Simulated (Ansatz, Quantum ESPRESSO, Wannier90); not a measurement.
# zigzag Si chain, bond 2.20 Å, width 1.6 Å: Wannier functions and conductance, part 2 of 5

How many channels does the wire offer, and does a small Wannier basis get them right? The wire: zigzag Si chain, bond 2.20 Å, width 1.6 Å.

Quantum ESPRESSO 7.5 and Wannier90 3.1.0; plane-wave DFT, PBE, GBRV ultrasoft pseudopotentials; cross-check by Ansatz 0.2.0 with PAW datasets.

So far. Step 2 (Self-consistent run): The run needed 11 iterations to bring the estimated error under 1e-07 Ry; the largest force on any atom, held or free, is 2.24 eV/Å.

**4. Neighbour list from wannier90 -pp**

Level of this step: maximally localised Wannier functions and ballistic conductance; plane-wave DFT, PBE, GBRV ultrasoft pseudopotentials (Wannier90).

The .win file sets projections and windows: states in the frozen window are kept exactly, the outer window gives room to disentangle.

Contents of wan.win:

```
num_wann = 8
num_bands = 18
num_iter = 200
num_print_cycles = 20
conv_tol = 1e-8
conv_window = 5
guiding_centres = true
dis_num_iter = 1500
dis_conv_tol = 1e-8
dis_win_min = -13.9648
dis_win_max = 6.0352
dis_froz_max = -1.4648
search_shells = 120
fermi_energy = -2.9648

transport = true
transport_mode = bulk
one_dim_axis = z
dist_cutoff = 18.02
dist_cutoff_mode = one_dim
tran_win_min = -4.0
tran_win_max = 2.0
tran_energy_step = 0.02

bands_plot = true
bands_num_points = 96
begin kpoint_path
G 0.0 0.0 0.0 Z 0.0 0.0 0.5
end kpoint_path

begin projections
Si:s;p
end projections

begin unit_cell_cart
ang
  9.0000000000 0.0000000000 0.0000000000
  0.0000000000 8.0000000000 0.0000000000
  0.0000000000 0.0000000000 3.0199337741
end unit_cell_cart

begin atoms_frac
  Si -0.0888888889 0.0000000000 0.0000000000
  Si 0.0888888889 0.0000000000 0.5000000000
end atoms_frac

mp_grid = 1 1 12
begin kpoints
  0.0 0.0 0.0000000000
  0.0 0.0 0.0833333333
  0.0 0.0 0.1666666667
  0.0 0.0 0.2500000000
  0.0 0.0 0.3333333333
  0.0 0.0 0.4166666667
  0.0 0.0 0.5000000000
  0.0 0.0 0.5833333333
  0.0 0.0 0.6666666667
  0.0 0.0 0.7500000000
  0.0 0.0 0.8333333333
  0.0 0.0 0.9166666667
end kpoints
```

Run with:

```sh
> OMP_NUM_THREADS=1 wannier90.x -pp wan > wan.pp.log
```

The program printed:

```text
+---------------------------------------------------+
             |                                                   |
             |                   WANNIER90                       |
             |                                                   |
             +---------------------------------------------------+
             |                                                   |
             |        Welcome to the Maximally-Localized         |
             |        Generalized Wannier Functions code         |
             |                             |
             |                                                   |
             |                                                   |
             |  Wannier90 Developer Group:                       |
             |    Giovanni Pizzi    (EPFL)                       |
             |    Valerio Vitale    (Cambridge)                  |
             |    David Vanderbilt  (Rutgers University)         |
             |    Nicola Marzari    (EPFL)                       |
             |    Ivo Souza         (Universidad del Pais Vasco) |
             |    Arash A. Mostofi  (Imperial College London)    |
             |    Jonathan R. Yates (University of Oxford)       |
             |                                                   |
             |  For the full list of Wannier90 3.x authors,      |
             |  please check the code documentation and the      |
             |  README on the GitHub page of the code            |
             |                                                   |
             |                                                   |
             |  Please cite                                      |
             |                                                   |
             |  [ref] "Wannier90 as a community code:            |
             |        new features and applications",            |
             |        G. Pizzi et al., J. Phys. Cond. Matt. 32,  |
             |        165902 (2020).                             |
             |            |
             |                                                   |
             |  in any publications arising from the use of      |
             |  this code. For the method please cite            |
             |                                                   |
             |  [ref] "Maximally Localized Generalised Wannier   |
             |         Functions for Composite Energy Bands"     |
             |         N. Marzari and D. Vanderbilt              |
             |         Phys. Rev. B 56 12847 (1997)              |
             |                                                   |
             |  [ref] "Maximally Localized Wannier Functions     |
             |         for Entangled Energy Bands"               |
             |         I. Souza, N. Marzari and D. Vanderbilt    |
             |         Phys. Rev. B 65 035109 (2001)             |
             |                                                   |
             |                                                   |
             | Copyright (c) 1996-2020                           |
             |        The Wannier90 Developer Group and          |
             |        individual contributors                    |
             |                                                   |
             |      Release: 3.1.0        5th March    2020      |
             |                                                   |
             | This program is free software; you can            |
             | redistribute it and/or modify it under the terms  |
             | of the GNU General Public License as published by |
             | the Free Software Foundation; either version 2 of |
             | the License, or (at your option) any later version|
             |                                                   |
             | This program is distributed in the hope that it   |
             | will be useful, but WITHOUT ANY WARRANTY; without |
             | even the implied warranty of MERCHANTABILITY or   |
             | FITNESS FOR A PARTICULAR PURPOSE. See the GNU     |
             | General Public License for more details.          |
             |                                                   |
             | You should have received a copy of the GNU General|
             | Public License along with this program; if not,   |
             | write to the Free Software Foundation, Inc.,      |
             | 675 Mass Ave, Cambridge, MA 02139, USA.           |
             |                                                   |
             +---------------------------------------------------+
[date or host left out]
             +---------------------------------------------------+

 ******************************************************************************
 * -> Using CODATA 2006 constant values                                       *
 *    (                      *
 * -> Using Bohr value from CODATA                                            *
 ******************************************************************************

 Running in serial (with parallel executable)

                                    ------
                                    SYSTEM
                                    ------

                              Lattice Vectors (Ang)
                    a_1     9.000000   0.000000   0.000000
                    a_2     0.000000   8.000000   0.000000
                    a_3     0.000000   0.000000   3.019934

                   Unit Cell Volume:     217.43523  (Ang^3)

                        Reciprocal-Space Vectors (Ang^-1)
                    b_1     0.698132   0.000000   0.000000
                    b_2     0.000000   0.785398   0.000000
                    b_3     0.000000   0.000000   2.080571

 *----------------------------------------------------------------------------*
 |   Site       Fractional Coordinate          Cartesian Coordinate (Ang)     |
 +----------------------------------------------------------------------------+
 | Si   1  -0.08889   0.00000   0.00000   |   -0.80000   0.00000   0.00000    |
 | Si   2   0.08889   0.00000   0.50000   |    0.80000   0.00000   1.50997    |
 *----------------------------------------------------------------------------*
                                ------------
                                K-POINT GRID
                                ------------

             Grid size =  1 x  1 x 12      Total points =   12

 *---------------------------------- MAIN ------------------------------------*
 |  Number of Wannier Functions               :                 8             |
[...]
|  Iterations before starting guiding centres:                 0             |
 |  Iterations between using guiding centres  :                 1             |
 *----------------------------------------------------------------------------*
 *------------------------------- DISENTANGLE --------------------------------*
 |  Using band disentanglement                :                 T             |
 |  Total number of iterations                :              1500             |
 |  Mixing ratio                              :             0.500             |
 |  Convergence tolerence                     :         1.000E-08             |
 |  Convergence window                        :                 3             |
 *----------------------------------------------------------------------------*
 *-------------------------------- PLOTTING ----------------------------------*
 |  Plotting interpolated bandstructure       :                 T             |
 |   Number of K-path sections                :                 1             |
 |   Divisions along first K-path section     :                96             |
 |   Output format                            :           gnuplot             |
 |   Output mode                              :               s-k             |
 *----------------------------------------------------------------------------*
 |   K-space path sections:                                                   |
 |    From: G       0.000  0.000  0.000     To: Z       0.000  0.000  0.500   |
 *----------------------------------------------------------------------------*
 *------------------------------- TRANSPORT ----------------------------------*
 |  Transport mode                            :              bulk             |
 |   Hamiltonian from external files          :                 F             |
 |   System extended in                       :                 z             |
 |   Centre of the unit cell to which WF are translated (fract. coords):      |
 |                                       0.000000,    0.000000,    0.000000   |
 |  Fermi energy (eV)                         :            -2.965             |
 *----------------------------------------------------------------------------*
 Time to read parameters        0.004 (sec)

 *---------------------------------- K-MESH ----------------------------------*
 +----------------------------------------------------------------------------+
 |                    Distance to Nearest-Neighbour Shells                    |
 |                    ------------------------------------                    |
 |          Shell             Distance (Ang^-1)          Multiplicity         |
 |          -----             -----------------          ------------         |
 |             1                   0.173381                      2            |
 |             2                   0.346762                      2            |
 |             3                   0.520143                      2            |
 |             4                   0.693524                      2            |
 |             5                   0.698132                      2            |
 |             6                   0.719339                      4            |
 |             7                   0.779507                      4            |
 |             8                   0.785398                      2            |
 |             9                   0.804308                      4            |
 |            10                   0.858542                      4            |
 |            11                   0.866904                      2            |
 |            12                   0.870595                      4            |
 |            13                   0.942018                      4            |
 |            14                   0.984054                      4            |
 |            15                   1.040285                      2            |
 |            16                   1.047772                      4            |
[...]
|           113                   2.345026                      8            |
 |           114                   2.356194                      2            |
 |           115                   2.359594                      4            |
 |           116                   2.360613                      8            |
 |           117                   2.362565                      4            |
 |           118                   2.363667                      4            |
 |           119                   2.381574                      4            |
 |           120                   2.386870                      4            |
 +----------------------------------------------------------------------------+
 | The b-vectors are chosen automatically                                     |
 | SVD found small singular value, Rejecting this shell and trying the next   |
 | SVD found small singular value, Rejecting this shell and trying the next   |
 | The following shells are used:   1,  5,  8                                 |
 +----------------------------------------------------------------------------+
 |                        Shell   # Nearest-Neighbours                        |
 |                        -----   --------------------                        |
 |                          1               2                                 |
 |                          5               2                                 |
 |                          8               2                                 |
 +----------------------------------------------------------------------------+
 | Completeness relation is fully satisfied [Eq. (B1), PRB 56, 12847 (1997)]  |
 +----------------------------------------------------------------------------+
 |                  b_k Vectors (Ang^-1) and Weights (Ang^2)                  |
 |                  ----------------------------------------                  |
 |            No.         b_k(x)      b_k(y)      b_k(z)        w_b           |
 |            ---        --------------------------------     --------        |
 |             1         0.000000    0.000000    0.173381    16.632886        |
 |             2         0.000000    0.000000   -0.173381    16.632886        |
 |             3         0.698132    0.000000    0.000000     1.025877        |
 |             4        -0.698132    0.000000    0.000000     1.025877        |
 |             5         0.000000    0.785398    0.000000     0.810569        |
 |             6         0.000000   -0.785398    0.000000     0.810569        |
 +----------------------------------------------------------------------------+
 |                           b_k Directions (Ang^-1)                          |
 |                           -----------------------                          |
 |            No.           x           y           z                         |
 |            ---        --------------------------------                     |
 |             1         0.000000    0.000000    0.173381                     |
 |             2         0.698132    0.000000    0.000000                     |
 |             3         0.000000    0.785398    0.000000                     |
 +----------------------------------------------------------------------------+

 Time to get kmesh              0.014 (sec)
 *============================================================================*
 |                              MEMORY ESTIMATE                               |
 |         Maximum RAM allocated during each phase of the calculation         |
 *============================================================================*
 |                        Disentanglement            0.56 Mb                  |
 |                            Wannierise:            0.25 Mb                  |
 |                          plot_wannier:            0.25 Mb                  |
 *----------------------------------------------------------------------------*

 Starting a new Wannier90 calculation ...

 Time to write kmesh            0.018 (sec)

 Exiting... wan.nnkp written.
```

Wall time 0.46 s (1 MPI rank of Arm Neoverse V1, shared host); peak memory 0.09 GiB.

**5. Overlaps and projections**

pw2wannier90.x computes the overlaps between neighbouring k-points and the projections.

Contents of wan.p2w.in:

```
&inputpp
  prefix = 'nscf'
  outdir = './out'
  seedname = 'wan'
  write_mmn = .true.
  write_amn = .true.
  write_unk = .false.
/
```

Run with:

```sh
> OMP_NUM_THREADS=1 mpirun -n 2 pw2wannier90.x -in wan.p2w.in > wan.p2w.out
```

The program printed:

```text
[banner, memory and clock lines left out]
Program PW2WANNIER v.7.5 starts

          URL

     Reading nscf_save data

     ./out/nscf.save/

     IMPORTANT: XC functional enforced from input :
     Exchange-correlation= PBE
                           (   1   4   3   4   0   0   0)
     Any further DFT definition will be discarded
     Please, verify this is what you really want

     negative rho (up, down):  4.026E-07 0.000E+00
     Reading collected, re-writing distributed wavefunctions

      Spin CASE ( default = unpolarized )

  Wannier mode is: standalone

  -----------------
  *** Reading nnkp
  -----------------

  Checking info from wannier.nnkp file

  - Real lattice is ok
  - Reciprocal lattice is ok
  - K-points are ok
  - Number of wannier functions is ok (  8)
  - All guiding functions are given

  Projections:
   -0.088890    0.000000    0.000000  0  1  1    1.000000
   -0.088890    0.000000    0.000000  1  1  1    1.000000
   -0.088890    0.000000    0.000000  1  2  1    1.000000
   -0.088890    0.000000    0.000000  1  3  1    1.000000
    0.088890    0.000000    0.167774  0  1  1    1.000000
    0.088890    0.000000    0.167774  1  1  1    1.000000
    0.088890    0.000000    0.167774  1  2  1    1.000000
    0.088890    0.000000    0.167774  1  3  1    1.000000

  Reading data about k-point neighbours

  All neighbours are found

  Opening pp-files

  *** Compute  A projections

  Number of local k points =       12
       1       2       3       4       5       6       7       8       9      10
      11      12
  AMN calculated

  ---------------
  *** Compute  M
  ---------------

  Number of local k points =       12
       1       2       3       4       5       6       7       8       9      10
      11      12
  MMN calculated

  *** Orbital terms are not computed

  *** SHC terms are not computed

  ----------------
  *** Write bands
  ----------------

  *** Plot info is not printed

  *** Parity info is not printed

  ------------
  *** Stop pp
  ------------

     Internal routines:
```

Wall time 4.3 s (2 MPI ranks); peak memory 0.11 GiB; 8.5 s of CPU time.

[end of part 2 of 5]

[Logs are printed without paths, hosts, clocks, repeated set-up lines and the standing remarks that a program may print on its own settings, such as how far it seeks lower states.]

[Hosts, paths, dates, database ids (printed as entryN), source tags and the programs' standing remarks are cut or masked in the printed files.]

[Maps of the electrostatic potential energy from Ansatz leave out the sawtooth potential of an applied field or a dipole correction, so their vacuum need not be flat; planar profiles and work functions include it.]
